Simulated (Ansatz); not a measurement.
# How cost and error scale: Pmn2_1 (COD entry) Cu3AsS4, displaced supercell (64 atoms) repeated

Aim: repeat one cell of Pmn2_1 (COD entry) Cu3AsS4, displaced supercell (64 atoms) to ever larger supercells at Γ and follow error, time and memory.

Main program and level: Ansatz 0.2.0; Kohn-Sham DFT, PBE, PAW (set soft_2), plane waves.

The database entry behind the starting cell is an old determination (1934), so it need not match the best structure at ambient conditions.

## (1) Starting point

The cell holds 64 atoms: 24 Cu, 8 As and 32 S. Its edges and angles: a = 7.430 Å, b = 12.920 Å, c = 12.360 Å, α = 90.0°, β = 90.0°, γ = 90.0°. It derives from Cu3AsS4 (Pmn2_1, COD entry), repeated 1×2×2. Pmn2_1 (COD entry) Cu3AsS4 (cell 7.43, 6.46, 6.18, 90, 90, 90), 1 x 2 x 2 conventional cells; every coordinate displaced by a Gaussian of 0.05 Å.

Before any run, some limits are plain. The main run has no spin polarisation, so moments on Cu can't form in it, and no Hubbard term.

## (2) Plane waves, typed cell on a dense mesh

The typed cell on a k-mesh is the yardstick: it samples like Γ on the cell repeated as often as the mesh has points along each axis. Its own convergence isn't tested.

input.yaml

```yaml
crystal:
  lattice:
    - [7.43, 0.0, 0.0]
    - [0.0, 12.92, 0.0]
    - [0.0, 0.0, 12.36]
  atoms:
    - { symbol: Cu, position: [0.00829, 0.07858, 0.24991] }
    - { symbol: Cu, position: [0.4999, 0.41325, 0.99906] }
    - { symbol: Cu, position: [0.76348, 0.17169, 0.4969] }
    - { symbol: Cu, position: [0.74131, 0.32146, 0.24377] }
    - { symbol: Cu, position: [0.25624, 0.32958, 0.24713] }
    - { symbol: Cu, position: [0.25873, 0.17132, 0.4959] }
    - { symbol: As, position: [0.01745, 0.41616, 6.0e-05] }
    - { symbol: As, position: [0.4909, 0.09248, 0.25302] }
    - { symbol: S, position: [0.01511, 0.41601, 0.17963] }
    - { symbol: S, position: [0.49978, 0.08408, 0.42732] }
    - { symbol: S, position: [0.00989, 0.06924, 0.43342] }
    - { symbol: S, position: [0.49948, 0.43042, 0.19508] }
    - { symbol: S, position: [0.73974, 0.15883, 0.18342] }
    - { symbol: S, position: [0.74302, 0.33191, 0.43188] }
    - { symbol: S, position: [0.24211, 0.34326, 0.43445] }
    - { symbol: S, position: [0.25741, 0.16863, 0.18288] }
    - { symbol: Cu, position: [0.9929, 0.0717, 0.75593] }
    - { symbol: Cu, position: [0.50951, 0.41334, 0.49174] }
    - { symbol: Cu, position: [0.75835, 0.16929, 0.99405] }
    - { symbol: Cu, position: [0.7437, 0.32796, 0.7402] }
    - { symbol: Cu, position: [0.26033, 0.33784, 0.74243] }
    - { symbol: Cu, position: [0.24582, 0.16744, 0.98619] }
    - { symbol: As, position: [0.98864, 0.41877, 0.50199] }
    - { symbol: As, position: [0.49288, 0.08391, 0.75036] }
    - { symbol: S, position: [0.00155, 0.41472, 0.66441] }
    - { symbol: S, position: [0.49292, 0.07654, 0.92814] }
    - { symbol: S, position: [0.01062, 0.06385, 0.92919] }
    - { symbol: S, position: [0.49871, 0.42706, 0.68966] }
    - { symbol: S, position: [0.74691, 0.16473, 0.67815] }
    - { symbol: S, position: [0.76491, 0.33609, 0.93073] }
    - { symbol: S, position: [0.24927, 0.33283, 0.93162] }
    - { symbol: S, position: [0.25202, 0.16749, 0.68177] }
    - { symbol: Cu, position: [0.00327, 0.58181, 0.24753] }
    - { symbol: Cu, position: [0.49748, 0.92106, 0.00434] }
    - { symbol: Cu, position: [0.74355, 0.66943, 0.494] }
    - { symbol: Cu, position: [0.75504, 0.8286, 0.23875] }
    - { symbol: Cu, position: [0.246, 0.83293, 0.24919] }
    - { symbol: Cu, position: [0.24318, 0.66742, 0.49054] }
    - { symbol: As, position: [0.00914, 0.91302, 0.00043] }
    - { symbol: As, position: [0.48988, 0.59091, 0.25227] }
    - { symbol: S, position: [0.00325, 0.9176, 0.181] }
    - { symbol: S, position: [0.49221, 0.58394, 0.42522] }
    - { symbol: S, position: [0.99451, 0.56362, 0.44091] }
    - { symbol: S, position: [0.51204, 0.92404, 0.18527] }
    - { symbol: S, position: [0.74174, 0.66424, 0.18596] }
    - { symbol: S, position: [0.74797, 0.83239, 0.42874] }
    - { symbol: S, position: [0.25642, 0.82649, 0.43937] }
    - { symbol: S, position: [0.25146, 0.66371, 0.18357] }
    - { symbol: Cu, position: [0.99681, 0.57748, 0.74991] }
    - { symbol: Cu, position: [0.49399, 0.91673, 0.49745] }
    - { symbol: Cu, position: [0.75512, 0.66748, 0.99447] }
    - { symbol: Cu, position: [0.75651, 0.83819, 0.74441] }
    - { symbol: Cu, position: [0.25737, 0.83527, 0.73922] }
    - { symbol: Cu, position: [0.25174, 0.66266, 0.99749] }
    - { symbol: As, position: [0.00092, 0.91685, 0.499] }
    - { symbol: As, position: [0.49536, 0.5895, 0.74327] }
    - { symbol: S, position: [0.00592, 0.91387, 0.67364] }
    - { symbol: S, position: [0.49165, 0.58895, 0.9292] }
    - { symbol: S, position: [0.00332, 0.57872, 0.93773] }
    - { symbol: S, position: [0.5012, 0.92458, 0.69196] }
    - { symbol: S, position: [0.75534, 0.66866, 0.68359] }
    - { symbol: S, position: [0.75009, 0.84236, 0.93584] }
    - { symbol: S, position: [0.25473, 0.83906, 0.93323] }
    - { symbol: S, position: [0.25937, 0.66495, 0.68649] }
kpoints:
  mp_grid: { grid: [5, 3, 3] }
hamiltonian:
  xc: pbe
scf:
  occupations: { method: gaussian, width: 0.025 }
output:
  forces: true
  stress: true
  populations: true
  dos:
    method: { smearing: { sigma: 0.15 } }
    de: 0.1
    projected: { site_lists: { As: [As], Cu: [Cu], S: [S] } }
  eigenvalues: true
```

Launch:

```bash
> ansatz run input.yaml --threads 8 --pin off --max-ram 15872MiB --backend cpu --events-out ev --progress --plain --runs-dir out
```

Numbers of over 12 decimals in the logs are rounded to 6 here.

The program printed:

```text
Engine: ansatz 0.2.0, aarch64-unknown-linux-gnu
Pseudopotentials: kind: paw
Pseudopotential: Cu, paw, valence charge 19, recommended cutoff 420 eV (normal), Cu.paw.azcp
Pseudopotential: As, paw, valence charge 15, recommended cutoff 420 eV (normal), As.paw.azcp
Pseudopotential: S, paw, valence charge 6, recommended cutoff 420 eV (normal), S.paw.azcp
Functional definition: PBE
  parameter kappa = 0.804
  parameter beta = 0.066725
  exchange = pbe_x(kappa = kappa, mu = beta*pi^2/3)
  correlation = pbe_c(beta = beta)
Crystal: 64 atoms, lattice volume = 1186.506 Å³
Basis set: ecut = 420 eV, 23195 PW (Γ), exchange–correlation on 100×180×180 points (8 copies of the dense FFT grid, shifted against one another)
Bands: 461, of which v1, the nominal top of the filled ones, is band 384 counted from 1 (383 counted from 0)
Symmetry: 1 space group operations
Space group: P1 (ITA 1), of the structure as read, at distance tolerance 1.1e-4 Å
k-points: 23 of 45 (time reversal used)
Non-local potential: Cu, projectors of the file, l = 0: 3, l = 1: 2, l = 2: 3, l = 3: 1
Non-local potential: As, projectors of the file, l = 0: 2, l = 1: 2, l = 2: 3, l = 3: 1
Non-local potential: S, projectors of the file, l = 0: 2, l = 1: 2, l = 2: 2
PAW form: soft (Blöchl's): semilocal exchange-correlation on the pseudo side does not see the compensation charge
PAW one-centre angular grid: Cu, 590 points (default); XC on 64 Gauss nodes
PAW one-centre angular grid: As, 590 points (default); XC on 64 Gauss nodes
PAW one-centre angular grid: S, 110 points (default); XC on 64 Gauss nodes
Initial density: superposition of atomic densities (neutral atoms: chi_scale 0, normalization atom), corrected by the library's trained network
Initial wavefunctions: pseudopotential atomic-orbital guess
Functional: x = pbe(κ = 0.804, μ = 0.219515), c = pbe(β = 0.066725)
SCF iter   1: F=—  HF=-226729.020128 eV  |F-HF|=—  |Δ(HF+E_count)|=         —  Δρ=2.34e-3  dr2=9.40e-2  ethr=1.77e-3  ⟨swp⟩=6.0  Hψ=40782  notcnv=0  defer=144
preconditioner: auto → Resta (q_TF=auto, 2.538 Å⁻¹)  ε∞=8.8  [insulator: Δε(μ)=0.175 eV  Ē_g=8.615 eV  σ=0.025 eV  W_gap=1.00  n_scr=312 (ndim 8)  ℏωp=24.0 eV  f_vac=0.053  D(μ)=0.00/eV (n_scr^D=0)  ε∞_Penn≈8.8]
SCF iter   2: F=—  HF=-226729.013427 eV  |F-HF|=—  |Δ(HF+E_count)|=   6.70e-3  Δρ=2.14e-3  dr2=3.61e-2  ethr=1.22e-5  ⟨swp⟩=2.0  Hψ=18101  notcnv=0  defer=1587
SCF iter   3: F=—  HF=-226729.010518 eV  |F-HF|=—  |Δ(HF+E_count)|=   2.91e-3  Δρ=1.45e-3  dr2=2.59e-2  ethr=4.70e-6  ⟨swp⟩=2.0  Hψ=17963  notcnv=0  defer=1587
SCF iter   4: F=—  HF=-226729.008707 eV  |F-HF|=—  |Δ(HF+E_count)|=   1.81e-3  Δρ=3.42e-4  dr2=1.72e-3  ethr=3.38e-6  ⟨swp⟩=2.0  Hψ=11872  notcnv=0  defer=1587
SCF iter   5: F=—  HF=-226729.008962 eV  |F-HF|=—  |Δ(HF+E_count)|=   2.55e-4  Δρ=3.92e-4  dr2=1.42e-3  ethr=2.23e-7  ⟨swp⟩=2.0  Hψ=17756  notcnv=0  defer=1587
SCF iter   6: F=—  HF=-226729.008786 eV  |F-HF|=—  |Δ(HF+E_count)|=   1.76e-4  Δρ=8.91e-5  dr2=1.28e-4  ethr=1.85e-7  ⟨swp⟩=2.0  Hψ=12667  notcnv=0  defer=1587
SCF iter   7: F=—  HF=-226729.008797 eV  |F-HF|=—  |Δ(HF+E_count)|=   1.06e-5  Δρ=7.36e-5  dr2=5.47e-5  ethr=1.67e-8  ⟨swp⟩=2.0  Hψ=17687  notcnv=0  defer=1587
SCF iter   8: F=—  HF=-226729.008491 eV  |F-HF|=—  |Δ(HF+E_count)|=   3.06e-4  Δρ=5.43e-5  dr2=2.67e-5  ethr=7.12e-9  ⟨swp⟩=2.0  Hψ=17687  notcnv=0  defer=1587
SCF iter   9: F=—  HF=-226729.008494 eV  |F-HF|=—  |Δ(HF+E_count)|=   3.93e-6  Δρ=2.76e-5  dr2=7.79e-6  ethr=3.47e-9  ⟨swp⟩=2.0  Hψ=17043  notcnv=0  defer=1587
SCF iter  10: F=—  HF=-226729.008499 eV  |F-HF|=—  |Δ(HF+E_count)|=   4.14e-6  Δρ=3.11e-5  dr2=8.14e-6  ethr=1.01e-9  ⟨swp⟩=2.0  Hψ=17687  notcnv=0  defer=1587
SCF iter  11: F=—  HF=-226729.008498 eV  |F-HF|=—  |Δ(HF+E_count)|=   1.08e-6  Δρ=6.86e-6  dr2=5.02e-7  ethr=1.01e-9  ⟨swp⟩=2.0  Hψ=17687  notcnv=0  defer=1587
SCF iter  12: F=—  HF=-226729.008498 eV  |F-HF|=—  |Δ(HF+E_count)|=   1.12e-7  Δρ=2.56e-6  dr2=1.01e-7  ethr=6.53e-11  ⟨swp⟩=2.0  Hψ=12503  notcnv=0  defer=1587
SCF iter  13: F=—  HF=-226729.008498 eV  |F-HF|=—  |Δ(HF+E_count)|=   1.44e-7  Δρ=4.36e-6  dr2=1.77e-7  ethr=1.30e-11  ⟨swp⟩=9.1  Hψ=45432  notcnv=0
SCF iter  14: F=-226729.008498 eV  HF=-226729.008498 eV  |F-HF|=3.25e-8  |Δ(HF+E_count)|=   3.90e-9  Δρ=2.05e-6  dr2=3.93e-8  ethr=1.30e-11  ⟨swp⟩=1.0  Hψ=28198  notcnv=0
SCF 1 converged in 14 iterations: F = -226729.008498 eV  dr2 = 3.93e-8
  greatest PAW one-centre occupation: 1.000 electrons in one spin orbital (limit 2), on the Cu atom at site 18 (counted from 0), in its partial waves of l = 0
SCF converged after 14 iterations
Free energy (F): -226729.008498 eV
Harris-Foulkes:  -226729.008498 eV  (|F-HF|=3.25e-8)
Internal energy: -226729.008497 eV  (E = F + TS)
E sigma→0 (E₀):  -226729.008498 eV
Entropy (-TS):   -0.000000 eV (-0.000 meV/atom)
Fermi energy:    8.746103 eV
--- Per-component energies (eV) ---
  E_band       = -14032.479173
  E_kinetic    = 11451.405557
  E_local      = -152755.865963  (includes V_loc(G=0)·N_el)
  E_nonlocal   = 5086.813434
  E_hartree    = 68889.928388
  E_xc         = -5864.096073
  E_vxc        = -6171.733610  (∫ρ·V_xc dr)
  E_paw        = -73953.517015  (= ΣΔE_a)
  E_vpaw       = -9422.985634  (= ΣTr[D̂ρ^β])
  E_aug_tail   = 0.006813  (compensation charges beyond the density's cutoff)
  E_ewald      = -79583.683639
  E_smearing   = -0.000000  (= −TS)
  E_closure    = -0.000000  (closes the sum)
  Σ components = -226729.008498   (vs F -226729.008498, Δ=0.00e0)
--- Forces (eV/Å), atoms counted from 1 ---
  atom   1  Cu    -0.07883536     0.16941574    -0.06708965
  atom   2  Cu     0.22923805     0.29052377     0.10483082
  atom   3  Cu    -0.14344178    -0.48273197    -0.15839981
  atom   4  Cu     0.23629840     0.52375223     0.03737956
  atom   5  Cu    -0.05376210     0.34542902     0.21194305
  atom   6  Cu    -0.08797519     0.14581409     0.05447194
  atom   7  As    -0.97178717     0.04667337    -0.05158162
  atom   8  As     0.55417211    -1.50501899    -0.88000186
  atom   9  S     -0.61848207    -0.36241019     0.36678021
  atom  10  S      0.20431755     0.23369496     1.20968251
  atom  11  S     -0.11196098     1.88017617    -0.24313017
  atom  12  S      0.27259660    -1.09760564    -0.93565081
  atom  13  S      0.87123056     0.64469909    -0.37592329
  atom  14  S      0.52283020    -0.32599969    -0.34918975
[...]
atom  63  S      0.07096470    -1.06531669    -0.22254573
  atom  64  S     -1.48352519     0.74577125    -0.75963728
  max |Σ_I F_I| component: 2.51e-5 eV/Å
--- Stress (GPa, compression-positive) ---
        1.391519      -0.401186       0.093083
       -0.401186       2.854760      -0.517459
        0.093083      -0.517459       2.550154
  P = ⅓ Tr σ = 2.2655 GPa (22.655 kbar)
--- Band table (eV; the first three rows and the last of 23) ---
  k-point 0: bands = ["-103.6012", "-103.4239", "-103.4218", "-103.4057", [... 445 levels ...], "14.4648", "14.5179", "14.5483", "14.6550", "14.6836", "14.7768", "14.8004", "14.8343", "14.9037", "14.9484", "14.9896", "15.0109"]
[...]
--- Löwdin populations: 64 sites ---
  site symbol       q [e]
     0     Cu     18.3722
     1     Cu     18.3929
     2     Cu     18.3755
[...]
63      S      6.4287
  spilling = 0.007626 (of n_electrons = 768.000000)
```

Run time: 16 min. Hardware: 8 threads of Arm Neoverse V1, shared host; peak memory 11 GiB.

The column dr2 measures how far the density is from self-consistency, as an energy; F and HF (Harris–Foulkes) agree once it is small.

The program notes that it cut back its work space to fit the memory limit.

Read from the output:

```yaml
free_energy: -226729.0085 eV
free_energy_per_atom: -3542.6408 eV/atom
scf_cycles: 14
pressure: 2.265 GPa
r_m_s_force_component: 0.764 eV/Å
longest_force: 4.37 eV/Å
fermi_energy: 8.746 eV
spacing_of_highest_filled_and_lowest_empty_level: 0.138 eV
spilling_of_the_projection: 0.007626
```

The r.m.s. force component of 0.76 eV/Å sets the scale for the differences below.

## (3) Plane waves, 64 atoms

The typed cell is solved at Γ alone, the coarsest sampling of the series.

input.yaml, the sections that differ from step 2:

```yaml
kpoints:
  mp_grid: { grid: [1, 1, 1] }
output:
  forces: true
# crystal, hamiltonian, scf: as in step 2
```

The job ended after 14 s (8 threads; peak memory 1.8 GiB; 1.8 min of CPU time).

It converged in 15 SCF cycles; the log is left out.

The energy lies 112 meV/atom above the dense-mesh reference.

## (4) Support functions, 64 atoms

The typed cell is solved at Γ alone, now in support functions.

This step: Kohn-Sham DFT, PBE, PAW (set soft_2), localised support functions (medium) (Ansatz 0.2.0).

Edit input.yaml of step 3 so:

```diff
@@ -13,2 +13,4 @@
   occupations: { method: gaussian, width: 0.025 }
+  eigensolver: { kind: { support_functions: { accuracy: medium } } }
+  max_iter: 150
 output:
```

Run time: 82 s. Hardware: 8 threads; peak memory 3.3 GiB; 11 min of CPU time.

The program notes that the band table was not solved further than the SCF left it, the correction for the support functions is uncertain and it switched symmetry off.

It converged in 15 SCF cycles; the log is left out.

The energy lies 110 meV/atom above the dense-mesh reference, and 1.9 meV/atom below plane waves of the same size, an offset between the two bases that leaves the sampling error alike.

## (5) Plane waves, 128 atoms

The cell is repeated and solved at Γ in plane waves, whose cost grows towards the cube of the size.

This step: Kohn-Sham DFT, PBE, PAW (set soft_2), plane waves (Ansatz 0.2.0).

input.yaml, the sections that differ from step 4:

```yaml
crystal:
  lattice:
    - [7.43, 0.0, 0.0]
    - [0.0, 12.92, 0.0]
    - [0.0, 0.0, 12.36]
  atoms:
    [... the 64 atom lines of step 2 ...]
  supercell: [2, 1, 1]
scf:
  occupations: { method: gaussian, width: 0.025 }
# kpoints, hamiltonian, output: as in step 4
```

The program printed:

```text
[...]
Crystal: 128 atoms, lattice volume = 2373.011 Å³
Basis set: ecut = 420 eV, 46367 PW (Γ), exchange–correlation on 200×180×180 points (8 copies of the dense FFT grid, shifted against one another)
Bands: 896, of which v1, the nominal top of the filled ones, is band 768 counted from 1 (767 counted from 0)
Symmetry: 2 space group operations
[...]
k-points: 1
[...]
SCF iter   1: F=—  HF=-453456.784087 eV  |F-HF|=—  |Δ(HF+E_count)|=         —  Δρ=2.82e-3  dr2=2.40e-1  ethr=1.77e-3  ⟨swp⟩=6.0  Hψ=3388  notcnv=0  defer=9
[...]
SCF iter   3: F=—  HF=-453456.755641 eV  |F-HF|=—  |Δ(HF+E_count)|=   5.45e-3  Δρ=1.82e-3  dr2=7.47e-2  ethr=5.46e-6  ⟨swp⟩=2.0  Hψ=1552  notcnv=0  defer=114
automatic band count: iteration 3 solves 890 bands in place of 896: the levels show a gap, and the empty bands left out lie too high to hold charge; the band table lists the bands solved (type scf.n_extra_bands for more)
SCF iter   4: F=—  HF=-453456.748441 eV  |F-HF|=—  |Δ(HF+E_count)|=   7.20e-3  Δρ=4.08e-4  dr2=3.90e-3  ethr=4.86e-6  ⟨swp⟩=2.0  Hψ=1101  notcnv=0  defer=114
SCF iter   5: F=—  HF=-453456.748763 eV  |F-HF|=—  |Δ(HF+E_count)|=   3.22e-4  Δρ=4.07e-4  dr2=3.21e-3  ethr=2.54e-7  ⟨swp⟩=2.0  Hψ=1544  notcnv=0  defer=114
[...]
SCF iter  11: F=—  HF=-453456.748843 eV  |F-HF|=—  |Δ(HF+E_count)|=   3.92e-6  Δρ=8.15e-6  dr2=1.53e-6  ethr=1.15e-9  ⟨swp⟩=2.0  Hψ=1524  notcnv=0  defer=114
SCF iter  12: F=-453456.748843 eV  HF=-453456.748843 eV  |F-HF|=1.93e-7  |Δ(HF+E_count)|=   2.43e-7  Δρ=3.86e-6  dr2=4.29e-7  ethr=6.51e-11  ⟨swp⟩=3.0  Hψ=2429  notcnv=0
SCF 1 converged in 12 iterations: F = -453456.748843 eV  dr2 = 4.29e-7
[...]
SCF converged after 12 iterations
Free energy (F): -453456.748843 eV
[...]
Internal energy: -453456.748827 eV  (E = F + TS)
E sigma→0 (E₀):  -453456.748835 eV
Entropy (-TS):   -0.000016 eV (-0.000 meV/atom)
Fermi energy:    8.747449 eV
[...]
Σ components = -453456.748843   (vs F -453456.748843, Δ=0.00e0)
--- Forces (eV/Å), atoms counted from 1 ---
  atom   1  Cu    -0.06927297     0.16118315    -0.02624114
  atom   2  Cu     0.22441037     0.30183701     0.13916492
  atom   3  Cu    -0.12699759    -0.46356033    -0.15448639
  atom   4  Cu     0.22164239     0.49342594     0.01919086
  atom   5  Cu    -0.04473776     0.31233526     0.20311114
  atom   6  Cu    -0.07912440     0.16344166     0.04578408
  [... forces on the other 122 atoms ...]
  max |Σ_I F_I| component: 6.20e-5 eV/Å
```

Run time: 55 s. Hardware: 8 threads; peak memory 4.8 GiB.

The program repeats the typed cell 2×1×1 times, 128 atoms in all; totals in the log are those of the whole repeated cell, and force differences are taken after averaging over the copies of each atom.

The energy lies 9.91 meV/atom above the dense-mesh reference.

(Continued in part 2 of 2.)

[Logs are printed without paths, hosts, clocks, repeated set-up lines and the standing remarks that a program may print on its own settings, such as how far it seeks lower states.]

[Hosts, paths, dates, database ids (printed as entryN), source tags and the programs' standing remarks are cut or masked in the printed files.]
